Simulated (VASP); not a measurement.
# Sb (R-3m) in VASP: vibrations by finite differences with PBE+D3(BJ)

Aim: the vibrations by finite differences of Sb with PBE+D3(BJ).

Program: VASP 6.6.1. These are calculated values, not measurements. Logs are shortened: lines on timing, memory, paths and dates and some standing lists are left out, and cuts for length are marked.

### Step 1. The structure

It takes space group R-3m (No. 166, trigonal). The conventional cell has a = 4.308 Å, b = 4.308 Å, c = 11.274 Å, α = 90.00°, β = 90.00°, γ = 120.00°. Sb (site symmetry 3m) is surrounded by 3 Sb at 2.91 Å.

### Step 2. Vibrations by finite differences, PBE+D3(BJ)

Contents of INCAR:

```
PREC = Accurate
ENCUT = 520
EDIFF = 1E-8
ISMEAR = 0
SIGMA = 0.02
LREAL = False
LASPH = True
NELM = 60
ALGO = Normal
ISIF = 2
LWAVE = False
LCHARG = False
GGA = PE
IVDW = 12
IBRION = 6
NFREE = 2
POTIM = 0.015
NSW = 1
```

Contents of KPOINTS:

```
regular mesh
0
Gamma
  9 9 9
```

Contents of POSCAR:

```
Sb
1.0
    2.1542000000      1.2437279500      3.7580000000
   -2.1542000000      1.2437279500      3.7580000000
    0.0000000000     -2.4874559000      3.7580000000
Sb
2
Direct
    0.2334900000      0.2334900000      0.2334900000
    0.7665100000      0.7665100000      0.7665100000
```

Potentials or basis: VASP PAW PBE potentials, release 64 (Sb).

On the command line:

```bash
$ cat potpaw_PBE.64/Sb/POTCAR > POTCAR
$ mpirun -np 1 vasp_std > vasp.out
```

OUTCAR:

```text
PREC = Accurate
   ENCUT = 520
   EDIFF = 1E-8
   ISMEAR = 0
   LREAL = False
   LASPH = True
   NELM = 60
   ISIF = 2
   GGA = PE
   IVDW = 12
   IBRION = 6
   NFREE = 2
   POTIM = 0.015
   NSW = 1
 IVDW          = 12

 ion  position               nearest neighbor table
   1  0.233  0.233  0.233-   2 2.91   2 2.91   2 2.91   2 3.35   2 3.35   2 3.35
   2  0.767  0.767  0.767-   1 2.91   1 2.91   1 2.91   1 3.35   1 3.35   1 3.35

  LATTYP: Found a trigonal (rhomboedric) cell.
 ALAT       =     4.5066618304
 COS(alpha) =     0.5430253623

  Lattice vectors:

 A1 = (   2.1542000000,   1.2437279500,   3.7580000000)
 A2 = (  -2.1542000000,   1.2437279500,   3.7580000000)
 A3 = (   0.0000000000,  -2.4874559000,   3.7580000000)

Analysis of symmetry for initial positions (statically):
=====================================================================
 Subroutine PRICEL returns:
 Original cell was already a primitive cell.

 Routine SETGRP: Setting up the symmetry group for a
 trigonal (rhombohedral) supercell.

 Subroutine GETGRP returns: Found 12 space group operations
 (whereof 12 operations were pure point group operations)
 out of a pool of 12 trial point group operations.

The static configuration has the point symmetry D_3d.

Analysis of symmetry for dynamics (positions and initial velocities):
=====================================================================
 Subroutine PRICEL returns:
 Original cell was already a primitive cell.

 Routine SETGRP: Setting up the symmetry group for a
 trigonal (rhombohedral) supercell.

 Subroutine GETGRP returns: Found 12 space group operations
 (whereof 12 operations were pure point group operations)
 out of a pool of 12 trial point group operations.

The dynamic configuration has the point symmetry D_3d.

 Subroutine INISYM returns: Found 12 space group operations
 (whereof 12 operations are pure point group operations),
 and found     1 'primitive' translations

----------------------------------------------------------------------------------------

                                     Primitive cell

  volume of cell :      60.4115

  direct lattice vectors                    reciprocal lattice vectors
     2.154200000  1.243727950  3.758000000     0.232104726  0.134005726  0.088699663
    -2.154200000  1.243727950  3.758000000    -0.232104726  0.134005726  0.088699663
     0.000000000 -2.487455900  3.758000000     0.000000000 -0.268011452  0.088699663

  length of vectors
     4.506661830  4.506661830  4.506661830     0.282307932  0.282307932  0.282307932

  position of ions in fractional coordinates (direct lattice)
     0.233490000  0.233490000  0.233490000
     0.766510000  0.766510000  0.766510000

  ion indices of the primitive-cell ions
   primitive index   ion index
                 1           1
                 2           2

----------------------------------------------------------------------------------------

 KPOINTS: regular mesh

Automatic generation of k-mesh.
 Grid dimensions read from file:
 generate k-points for:    9    9    9

 Generating k-lattice:

  Cartesian coordinates                     Fractional coordinates (reciprocal lattice)
     0.025789414  0.014889525  0.009855518     0.111111111 -0.000000000  0.000000000
    -0.025789414  0.014889525  0.009855518    -0.000000000  0.111111111  0.000000000
     0.000000000 -0.029779050  0.009855518     0.000000000  0.000000000  0.111111111

  Length of vectors
     0.031367548  0.031367548  0.031367548

[... 38 lines left out ...]
   dimension x,y,z NGX =    36 NGY =   36 NGZ =   36
   dimension x,y,z NGXF=    72 NGYF=   72 NGZF=   72
   ions per type =               2
   NGX,Y,Z   is equivalent  to a cutoff of  13.28, 13.28, 13.28 a.u.
   NGXF,Y,Z  is equivalent  to a cutoff of  26.56, 26.56, 26.56 a.u.
 SYSTEM =  unknown system
   PREC   = accura    normal or accurate (medium, high low for compatibility)
   ISTART =      0    job   : 0-new  1-cont  2-samecut
   ICHARG =      2    charge: 1-file 2-atom 10-const
   ISPIN  =      1    spin polarized calculation?
   LNONCOLLINEAR =      F non collinear calculations
   LSORBIT =      F    spin-orbit coupling
   LASPH  =      T    aspherical Exc in radial PAW
   ENCUT  =  520.0 eV  38.22 Ry    6.18 a.u.   8.38  8.38  8.38*2*pi/ulx,y,z
   NELM   =     60;   NELMIN=  2; NELMDL= -5     # of ELM steps
   EDIFF  = 0.1E-07   stopping-criterion for ELM
   LREAL  =      F    real-space projection
   EDIFFG = 0.1E-06   stopping-criterion for IOM
   NSW    =     61    number of steps for IOM
   IBRION =      6    ionic relax: 0-MD 1-quasi-New 2-CG
   NFREE  =      2    steps in history (QN), initial steepest desc. (CG)
   ISIF   =      2    stress and relaxation
   ISYM   =      2    0-nonsym 1-usesym 2-fastsym
   POTIM  = 0.0150    time-step for ionic-motion
   TEBEG  =    0.0;   TEEND  =   0.0 temperature during run
   PSTRESS=    0.0 pullay stress
   NELECT =      10.0000    total number of electrons
   NUPDOWN=      -1.0000    fix difference up-down
   EMIN   =  10.00;   EMAX   =-10.00  energy-range for DOS
   EFERMI =   0.00;   METHOD = LEGACY
   ISMEAR =     0;   SIGMA  =   0.02  broadening in eV -4-tet -1-fermi 0-gaus
   EFERMI_NEDOS =   21; number of points for ismear=-14 and -15
   IALGO  =     38    algorithm
   IMIX   =      4    mixing-type and parameters
     AMIX     =   0.40;   BMIX     =  1.00
     AMIX_MAG =   1.60;   BMIX_MAG =  1.00
  volume/ion in A,a.u.               =      30.21       203.84
  Fermi-wavevector in a.u.,A,eV,Ry     =   0.898880  1.698637 10.993305  0.807985
  Thomas-Fermi vector in A             =   2.021644
   LORBIT       =      0    0 simple, 1 ext, 2 COOP (PROOUT), +10 PAW based schemes
   GGA     = PE    functional components
   LHFCALC =     F    Hartree Fock is set to
   AEXX    =    0.0000 exact exchange contribution
   IVDW    =    12    specifies the selected vdW correction
   LEPSILON=     F    determine dielectric tensor
   LRPA    =     F    only Hartree local field effects (RPA)
 finite differences with symmetry
 non-spin polarized calculation
 Gauss-broadening in eV      SIGMA  =   0.02
  energy-cutoff  :      520.00
  volume of cell :       60.41
 maximum number of plane-waves:      1643
 NGX is ok and might be reduce to    36
   NGX = 17   NGY = 17   NGZ = 17

--------------------------------------- Ionic step        1  -------------------------------------------

 number of electron      10.0000000 magnetization

 Free energy of the ion-electron system (eV)
  ---------------------------------------------------
  ext. energy  EPLUGINS =         0.00000000
  ---------------------------------------------------
  free energy    TOTEN  =        -8.25546854 eV

  energy without entropy =       -8.25546447  energy(sigma->0) =       -8.25546651

------------------------ aborting loop because EDIFF is reached ----------------------------------------

 Edisp (eV)   -0.94507

 E8    (eV) :    -0.4410
[... 151 lines left out ...]
--------------------------------------- Ionic step        5  -------------------------------------------

 number of electron      10.0000000 magnetization

 Free energy of the ion-electron system (eV)
  ---------------------------------------------------
  ext. energy  EPLUGINS =         0.00000000
  ---------------------------------------------------
  free energy    TOTEN  =        -8.25161395 eV

  energy without entropy =       -8.25161291  energy(sigma->0) =       -8.25161343

 E-fermi :   7.2680     XC(G=0):  -9.5266

 val. band max:        7.2224851879   @ k =   0.3333   0.2222   0.2222
 cond. band min:       7.3135385531   @ k =   0.4444   0.0000   0.0000
 fundamental gap:      0.0910533652
 Fermi energy:         7.2680133117

 k-point     1 :       0.0000    0.0000    0.0000
  band No.  band energies     occupation
      1      -5.4508      2.00000
      2       2.5066      2.00000
      3       5.2492      2.00000
      4       5.4687      2.00000
      5       5.4687      2.00000
      6       9.2866      0.00000
      7       9.9668      0.00000
      8       9.9668      0.00000
      9      12.3903      0.00000
[... 265 lines left out ...]
 k-point    24 :       0.4444    0.4444    0.0000
  band No.  band energies     occupation
      1      -3.2360      2.00000
      2      -0.6323      2.00000
      3       2.0462      2.00000
      4       3.6168      2.00000
      5       3.6485      2.00000
      6       8.8104      0.00000
      7      12.1537      0.00000
      8      12.7583      0.00000
      9      13.7699      0.00000

 [... further k-points ...]

------------------------ aborting loop because EDIFF is reached ----------------------------------------

 Edisp (eV)   -0.94509

 E8    (eV) :    -0.4410
[... 25 lines left out ...]
  FREE ENERGIE OF THE ION-ELECTRON SYSTEM (eV)
  ---------------------------------------------------
  free  energy   TOTEN  =        -9.1967048688 eV

  energy  without entropy=       -9.1967038247  energy(sigma->0) =       -9.19670435

 INTERNAL STRAIN TENSORS FROM DISPLACED ATOMS
 ============================================

 INTERNAL STRAIN TENSOR FOR ION    1 for displacements in x,y,z  (eV/Angst):
          X           Y           Z          XY          YZ          ZX
  --------------------------------------------------------------------------------
  x     0.00000     0.00000     0.00000     2.13644     0.00000    -5.09338
  y     2.13644    -2.13644    -0.00000    -0.00000    -5.09338     0.00000
  z    -4.67992    -4.67992    -6.41729     0.00000     0.00000     0.00000

 INTERNAL STRAIN TENSOR FOR ION    2 for displacements in x,y,z  (eV/Angst):
          X           Y           Z          XY          YZ          ZX
  --------------------------------------------------------------------------------
  x     0.00000     0.00000     0.00000    -2.13644    -0.00000     5.09338
  y    -2.13644     2.13644     0.00000     0.00000     5.09338    -0.00000
  z     4.67992     4.67992     6.41729     0.00000     0.00000     0.00000

 Eigenvectors and eigenvalues of the dynamical matrix
 ----------------------------------------------------

   1 f  =    4.723355 THz    29.677715 2PiTHz  157.554165 cm-1    19.534218 meV
             X         Y         Z           dx          dy          dz
      0.000000  0.000000  2.632366     0.000000    0.000000    0.707107
      0.000000  0.000000  8.641634     0.000000    0.000000   -0.707107
[... 16 lines left out ...]
   5 f  =    0.000000 THz     0.000000 2PiTHz    0.000000 cm-1     0.000000 meV
             X         Y         Z           dx          dy          dz
      0.000000  0.000000  2.632366     0.000000    0.000000    0.707107
      0.000000  0.000000  8.641634     0.000000    0.000000    0.707107

   6 f/i=    0.000000 THz     0.000000 2PiTHz    0.000001 cm-1     0.000000 meV
             X         Y         Z           dx          dy          dz
      0.000000  0.000000  2.632366    -0.569993    0.418459   -0.000000
      0.000000  0.000000  8.641634    -0.569993    0.418459    0.000000

 ELASTIC MODULI CONTR FROM IONIC RELAXATION (kBar)
 Direction    XX          YY          ZZ          XY          YZ          ZX
 --------------------------------------------------------------------------------
 XX        -143.4207    -65.6340   -143.3320      0.0000     92.7238     -0.0000
 YY         -65.6340   -143.4207   -143.3320     -0.0000    -92.7238      0.0000
 ZZ        -143.3320   -143.3320   -196.5425     -0.0000     -0.0000      0.0000
 XY           0.0000     -0.0000     -0.0000    -38.8934     -0.0000     92.7238
 YZ          92.7238    -92.7238     -0.0000     -0.0000   -221.0582      0.0000
 ZX          -0.0000      0.0000      0.0000     92.7238      0.0000   -221.0581
 --------------------------------------------------------------------------------
```

Wall time 3.2 min (1 thread of AMD EPYC 9R14 (Zen 4), shared host); peak memory 0.4 GiB.

What came out:

* Highest phonon frequency at Γ: 158 cm⁻¹
* Dispersion energy per atom: -0.473 eV

Phonon frequencies in cm⁻¹ (negative: imaginary):
| q point | frequencies |
| --- | --- |
| (0.000, 0.000, 0.000) | 0 0 0 118 118 158 |
